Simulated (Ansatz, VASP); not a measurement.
**One calculation of Cd, two programs**

The input INCAR:

```
SYSTEM = Cd
ALGO     = Normal         ! electronic algorithm
EDIFF    = 1E-7           ! SCF threshold, eV
ENCUT    = 520            ! plane-wave cutoff, eV
GGA      = PE             ! functional
ISIF     = 2              ! what is computed and relaxed
ISMEAR   = -1             ! smearing method
LASPH    = .True.         ! aspherical terms in the spheres
LCHARG   = .False.        ! write CHGCAR
LREAL    = .False.        ! projectors in reciprocal space
LWAVE    = .False.        ! write WAVECAR
NBANDS   = 19             ! bands
NELM     = 100            ! most SCF steps
PREC     = Accurate       ! precision mode
SIGMA    = 0.05           ! smearing width, eV
```

Contents of KPOINTS:

```
k-points
0
Gamma
  14 14 7
  0 0 0
```

Contents of POSCAR:

```
Cd
1.0
    2.9887691672      0.0000000000      0.0000000000
   -1.4943845836      2.5883500248      0.0000000000
    0.0000000000      0.0000000000      5.6363134261
Cd
2
Direct
    0.3333333333      0.6666666667      0.2500000000
    0.6666666667      0.3333333333      0.7500000000
```

Input for Ansatz:

```yaml
crystal:
  lattice:
    - [2.9887691672, 0.0, 0.0]
    - [-1.4943845836, 2.5883500248, 0.0]
    - [0.0, 0.0, 5.6363134261]
  atoms:
    - { symbol: Cd, position: [0.3333333333, 0.6666666667, 0.25] }
    - { symbol: Cd, position: [0.6666666667, 0.3333333333, 0.75] }
kpoints:
  mp_grid: { grid: [14, 14, 7] }
  band_path:
    path:
      - [0.0, 0.0, 0.0]
      - [0.5, 0.0, 0.0]
      - [0.3333333333, 0.3333333333, 0.0]
      - [0.0, 0.0, 0.0]
      - [0.0, 0.0, 0.5]
      - [0.5, 0.0, 0.5]
      - [0.3333333333, 0.3333333333, 0.5]
      - [0.0, 0.0, 0.5]
      - [0.5, 0.0, 0.5]
    npoints: 5
scf:
  occupations: { method: fermi_dirac, width: 0.05 }
hamiltonian:
  xc: pbe
  pseudopotentials: { kind: all_electron, lapw: { basis_error: 0.00025 } }
output:
  forces: true
  stress: true
  eigenvalues: true
```

Change from the starting cell: volume scaled by 1.01.

Alike in both runs: task single point; functional PBE; k mesh 14 × 14 × 7; occupations fermi-dirac, width 0.05 eV; no spin polarisation.

|  | VASP | Ansatz |
| --- | --- | --- |
| version | VASP 6.6.1 | Ansatz 0.2.0 |
| potentials or method | VASP PAW PBE potentials, release 64 (Cd) | all-electron LAPW, scalar-relativistic |
| plane-wave cutoff (eV) | 520 | see its input |

Ansatz gave:

| Quantity | Value |
| --- | --- |
| pressure (GPa) | 2.4 |
| largest component of the traceless stress (GPa) | 0.76 |

Question: Which values does VASP return?

Answer: Pressure (GPa): 2.7; largest component of the traceless stress (GPa): 0.91.

Ansatz ran all-electron here, so the differences hold the error of VASP's frozen core and of both bases.
